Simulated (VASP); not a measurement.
# BiTe (Fm-3m) in VASP: further runs, part 2 of 2

VASP 6.6.1.

### Step 3. Relaxation of cell and atoms, PBE

This run uses another cell than the first one, of 33.86 Å³/atom, 0.985 times its volume.

INCAR reads:

```
PREC = Accurate
ENCUT = 600
EDIFF = 1E-6
ISMEAR = 0
SIGMA = 0.1
LREAL = F
LASPH = T
NELM = 100
ALGO = Normal
ISIF = 3
LWAVE = F
LCHARG = F
GGA = PE
IBRION = 2
NSW = 100
EDIFFG = -0.005
```

KPOINTS reads:

```
Automatic mesh
0
Gamma
  12 12 12
```

POSCAR reads:

```
BiTe
1.0
    0.0000000000      3.2350000000      3.2350000000
    3.2350000000      0.0000000000      3.2350000000
    3.2350000000      3.2350000000      0.0000000000
Bi Te
1 1
Direct
    0.0000000000      0.0000000000      0.0000000000
    0.5000000000      0.5000000000      0.5000000000
```

Potentials or basis: VASP PAW PBE potentials, release 64 (Bi_d, Te).

Started as:

```
$ cat potpaw_PBE.64/Bi_d/POTCAR potpaw_PBE.64/Te/POTCAR > POTCAR
$ mpirun -np 1 vasp_std > vasp.out
```

OUTCAR:

```text
PREC = Accurate
   ENCUT = 600
   EDIFF = 1E-6
   ISMEAR = 0
   LREAL = F
   LASPH = T
   NELM = 100
   ISIF = 3
   GGA = PE
   IBRION = 2
   NSW = 100
   EDIFFG = -0.005

 ion  position               nearest neighbor table
   1  0.000  0.000  0.000-   2 3.23   2 3.23   2 3.23   2 3.23   2 3.23   2 3.23
   2  0.500  0.500  0.500-   1 3.23   1 3.23   1 3.23   1 3.23   1 3.23   1 3.23

  LATTYP: Found a face centered cubic cell.
 ALAT       =     6.4700000000

  Lattice vectors:

 A1 = (   0.0000000000,   3.2350000000,   3.2350000000)
 A2 = (   3.2350000000,   0.0000000000,   3.2350000000)
 A3 = (   3.2350000000,   3.2350000000,   0.0000000000)

Analysis of symmetry for initial positions (statically):
=====================================================================
 Subroutine PRICEL returns:
 Original cell was already a primitive cell.

 Routine SETGRP: Setting up the symmetry group for a
 face centered cubic supercell.

 Subroutine GETGRP returns: Found 48 space group operations
 (whereof 48 operations were pure point group operations)
 out of a pool of 48 trial point group operations.

The static configuration has the point symmetry O_h .

Analysis of symmetry for dynamics (positions and initial velocities):
=====================================================================
 Subroutine PRICEL returns:
 Original cell was already a primitive cell.

 Routine SETGRP: Setting up the symmetry group for a
 face centered cubic supercell.

 Subroutine GETGRP returns: Found 48 space group operations
 (whereof 48 operations were pure point group operations)
 out of a pool of 48 trial point group operations.

The dynamic configuration has the point symmetry O_h .

 Subroutine INISYM returns: Found 48 space group operations
 (whereof 48 operations are pure point group operations),
 and found     1 'primitive' translations

----------------------------------------------------------------------------------------

                                     Primitive cell

  volume of cell :      67.7100

  direct lattice vectors                    reciprocal lattice vectors
     0.000000000  3.235000000  3.235000000    -0.154559505  0.154559505  0.154559505
     3.235000000  0.000000000  3.235000000     0.154559505 -0.154559505  0.154559505
     3.235000000  3.235000000  0.000000000     0.154559505  0.154559505 -0.154559505

  length of vectors
     4.574980874  4.574980874  4.574980874     0.267704916  0.267704916  0.267704916

  position of ions in fractional coordinates (direct lattice)
     0.000000000  0.000000000  0.000000000
     0.500000000  0.500000000  0.500000000

  ion indices of the primitive-cell ions
   primitive index   ion index
                 1           1
                 2           2

----------------------------------------------------------------------------------------

 KPOINTS: Automatic mesh

Automatic generation of k-mesh.
 Grid dimensions read from file:
 generate k-points for:   12   12   12

 Generating k-lattice:

  Cartesian coordinates                     Fractional coordinates (reciprocal lattice)
    -0.012879959  0.012879959  0.012879959     0.083333333  0.000000000  0.000000000
     0.012879959 -0.012879959  0.012879959     0.000000000  0.083333333  0.000000000
     0.012879959  0.012879959 -0.012879959     0.000000000  0.000000000  0.083333333
[... 55 lines left out ...]
   ENCUT  =  600.0 eV  44.10 Ry    6.64 a.u.   9.14  9.14  9.14*2*pi/ulx,y,z
   NELM   =    100;   NELMIN=  2; NELMDL= -5     # of ELM steps
   EDIFF  = 0.1E-05   stopping-criterion for ELM
   LREAL  =      F    real-space projection
   EDIFFG = -.5E-02   stopping-criterion for IOM
   NSW    =    100    number of steps for IOM
   IBRION =      2    ionic relax: 0-MD 1-quasi-New 2-CG
   NFREE  =      1    steps in history (QN), initial steepest desc. (CG)
   ISIF   =      3    stress and relaxation
   ISYM   =      2    0-nonsym 1-usesym 2-fastsym
   POTIM  = 0.5000    time-step for ionic-motion
   TEBEG  =    0.0;   TEEND  =   0.0 temperature during run
   PSTRESS=    0.0 pullay stress
   NELECT =      21.0000    total number of electrons
   NUPDOWN=      -1.0000    fix difference up-down
   EMIN   =  10.00;   EMAX   =-10.00  energy-range for DOS
   EFERMI =   0.00;   METHOD = LEGACY
   ISMEAR =     0;   SIGMA  =   0.10  broadening in eV -4-tet -1-fermi 0-gaus
   EFERMI_NEDOS =   21; number of points for ismear=-14 and -15
   IALGO  =     38    algorithm
   IMIX   =      4    mixing-type and parameters
     AMIX     =   0.40;   BMIX     =  1.00
     AMIX_MAG =   1.60;   BMIX_MAG =  1.00
  volume/ion in A,a.u.               =      33.86       228.46
  Fermi-wavevector in a.u.,A,eV,Ry     =   1.108146  2.094092 16.707785  1.227988
  Thomas-Fermi vector in A             =   2.244669
   LORBIT       =      0    0 simple, 1 ext, 2 COOP (PROOUT), +10 PAW based schemes
   GGA     = PE    functional components
   LHFCALC =     F    Hartree Fock is set to
   AEXX    =    0.0000 exact exchange contribution
   IVDW    =     0    specifies the selected vdW correction
   LEPSILON=     F    determine dielectric tensor
   LRPA    =     F    only Hartree local field effects (RPA)
 conjugate gradient relaxation of ions
 non-spin polarized calculation
 Gauss-broadening in eV      SIGMA  =   0.10
  energy-cutoff  :      600.00
  volume of cell :       67.71
 maximum number of plane-waves:      2285
 NGX is ok and might be reduce to    40
   NGX = 19   NGY = 19   NGZ = 19

--------------------------------------- Ionic step        1  -------------------------------------------

 number of electron      21.0000002 magnetization

 Free energy of the ion-electron system (eV)
  ---------------------------------------------------
  ext. energy  EPLUGINS =         0.00000000
  ---------------------------------------------------
  free energy    TOTEN  =        -7.17727026 eV

  energy without entropy =       -7.17104841  energy(sigma->0) =       -7.17415933

------------------------ aborting loop because EDIFF is reached ----------------------------------------

  FORCE on cell =-STRESS in cart. coord.  units (eV):
  Direction    XX          YY          ZZ          XY          YZ          ZX
  --------------------------------------------------------------------------------------
  -------------------------------------------------------------------------------------
  Total        0.2849111      0.2849111      0.2849111     -0.0000000      0.0000000     -0.0000000
  in kB        6.7416634      6.7416634      6.7416634     -0.0000000      0.0000000     -0.0000000
  external PRESSURE =       6.7416634 kB  Pullay stress =       0.0000000 kB
[... 59 lines left out ...]
--------------------------------------- Ionic step        3  -------------------------------------------

 number of electron      21.0000001 magnetization

 Free energy of the ion-electron system (eV)
  ---------------------------------------------------
  ext. energy  EPLUGINS =         0.00000000
  ---------------------------------------------------
  free energy    TOTEN  =        -7.17932491 eV

  energy without entropy =       -7.17284313  energy(sigma->0) =       -7.17608402

 E-fermi :   6.4711     XC(G=0):  -9.3711

 val. band max:        6.4545202997   @ k =  -0.2500   0.2500   0.0000
 cond. band min:       6.5086532338   @ k =   0.2500   0.1667   0.0000
 fundamental gap:      0.0541329341
 Fermi energy:         6.4711186298

 k-point     1 :       0.0000    0.0000    0.0000
  band No.  band energies     occupation
      1     -16.6669      2.00000
      2     -16.6669      2.00000
      3     -16.6646      2.00000
      4     -16.6646      2.00000
      5     -16.6646      2.00000
      6      -6.9481      2.00000
      7      -1.7038      2.00000
      8       3.9697      2.00000
      9       3.9697      2.00000
     10       3.9697      2.00000
     11       8.6021      0.00000
     12       8.6021      0.00000
     13       8.6021      0.00000
     14      11.1696      0.00000
[... 377 lines left out ...]
      1     -16.6724      2.00000
      2     -16.6697      2.00000
      3     -16.6620      2.00000
      4     -16.6590      2.00000
      5     -16.6580      2.00000
      6      -5.0087      2.00000
      7      -4.5455      2.00000
      8       2.7100      2.00000
      9       3.9937      2.00000
     10       4.0854      2.00000
     11       6.6744      0.00404
     12       6.6821      0.00285
     13       8.3587      0.00000
     14      12.6310      0.00000

 [... further k-points ...]

------------------------ aborting loop because EDIFF is reached ----------------------------------------

  FORCE on cell =-STRESS in cart. coord.  units (eV):
  Direction    XX          YY          ZZ          XY          YZ          ZX
  --------------------------------------------------------------------------------------
  -------------------------------------------------------------------------------------
  Total        0.0009051      0.0009051      0.0009051      0.0000000      0.0000000      0.0000000
  in kB        0.0211132      0.0211132      0.0211132      0.0000000      0.0000000      0.0000000
  external PRESSURE =       0.0211132 kB  Pullay stress =       0.0000000 kB
[... 17 lines left out ...]
  FREE ENERGIE OF THE ION-ELECTRON SYSTEM (eV)
  ---------------------------------------------------
  free  energy   TOTEN  =        -7.1793249119 eV

  energy  without entropy=       -7.1728431320  energy(sigma->0) =       -7.17608402

 reached required accuracy - stopping structural energy minimisation
```

It took 82 s on 1 thread of Intel Xeon Platinum 8488C (Sapphire Rapids), shared host; peak memory 0.3 GiB.

Results:

```
Free energy                            : -7.1793 eV
Relaxed volume                         : 34.34 Å³/atom
Relaxed cell                           : a = 4.597 Å, b = 4.597 Å, c = 4.597 Å, α = 60.00°, β = 60.00°, γ = 60.00°
Space group after relaxing (to 0.05 Å) : Fm-3m (No. 225)
Energy gained by relaxing              : 1.0 meV/atom
Ionic steps                            : 3
Pressure after relaxing                : 0.0 GPa
Band gap on the k mesh                 : none (metal or under the smearing width)
```

Step by step:
```csv
step,energy change (eV),largest force (eV/Å),pressure (GPa),volume (Å³)
1,0.0000,0.0000,0.67,67.71
2,-0.0016,0.0000,-0.30,69.12
3,-0.0021,0.0000,0.00,68.68
```

Final structure:
```yaml
crystal:
  lattice:
    - [0.00000, 3.25042, 3.25042]
    - [3.25042, 0.00000, 3.25042]
    - [3.25042, 3.25042, 0.00000]
  atoms:
    - { symbol: Bi, position: [0.00000, 0.00000, 0.00000] }
    - { symbol: Te, position: [0.50000, 0.50000, 0.50000] }
```

Caveat: spin-orbit coupling is left out, which moves the levels of the heavy elements.

### Step 4. Single point, PBE

INCAR reads:

```
PREC     = Accurate       # precision mode
ENCUT    = 520            # plane-wave cutoff, eV
EDIFF    = 1E-6           # SCF threshold, eV
ISMEAR   = 0              # smearing method
SIGMA    = 0.15           # smearing width, eV
LREAL    = F              # projectors in reciprocal space
LASPH    = T              # aspherical terms in the spheres
NELM     = 100            # most SCF steps
ALGO     = Normal         # electronic algorithm
ISIF     = 2              # what is computed and relaxed
LWAVE    = F              # write WAVECAR
LCHARG   = T              # write CHGCAR
GGA      = PE             # functional
LELF     = T              # ELF
LVHAR    = T            
NBANDS   = 18             # bands
```

KPOINTS reads:

```
regular mesh
0
Gamma
  12 12 12
```

POSCAR reads:

```
BiTe
1.0
    0.0000000000      3.2511939987      3.2511939987
    3.2511939987      0.0000000000      3.2511939987
    3.2511939987      3.2511939987      0.0000000000
Bi Te
1 1
Direct
    0.0000000000      0.0000000000      0.0000000000
    0.5000000000      0.5000000000      0.5000000000
```

Started as:

```
$ cat potpaw_PBE.64/Bi_d/POTCAR potpaw_PBE.64/Te/POTCAR > POTCAR
$ mpirun -np 1 vasp_std > vasp.out
```

It took 33 s on 1 thread of Intel Xeon Platinum 8488C (Sapphire Rapids), shared host; peak memory 0.26 GiB.

The run converged. Its results:

| Property | Result |
| --- | --- |
| Free energy | -7.1835 eV |
| Pressure | -0.1 GPa |
| Band gap on the k mesh | none (metal or under the smearing width) |

Levels at points of the mesh, in eV from the Fermi level:
| k point | band 7 | band 8 | band 9 | band 10 | band 11 | band 12 | band 13 | band 14 |
| --- | --- | --- | --- | --- | --- | --- | --- | --- |
| (0.00, 0.00, 0.00) | -8.18 | -2.50 | -2.50 | -2.50 | 2.13 | 2.13 | 2.13 | 4.70 |
| (0.50, 0.00, 0.00) | -11.20 | -1.89 | -1.89 | -1.60 | -0.81 | -0.60 | -0.60 | 7.29 |
| (0.50, 0.50, 0.00) | -9.95 | -5.55 | -3.94 | -3.94 | 2.30 | 3.52 | 3.52 | 4.85 |

Caveat: spin-orbit coupling is left out, which moves the levels of the heavy elements.

### Step 5. Summary

```csv
task,cell,cutoff (eV),smearing,gap on the mesh (eV),pressure (GPa)
single point,"Fm-3m, 34.37 Å³/atom",520,gaussian 0.1 eV,none,-0.1
relaxation of cell and atoms,relaxed,600,gaussian 0.1 eV,none,0.0
single point,"Fm-3m, 34.37 Å³/atom",520,gaussian 0.15 eV,none,-0.1
```

Alike in all rows: level PBE; potentials or basis VASP PAW PBE potentials, release 64 (Bi_d, Te); no spin polarisation; k mesh 12 × 12 × 12.

Caveats: spin-orbit coupling is left out, which moves the levels of the heavy elements.

Absolute energies hang on the potentials; compare differences alone.
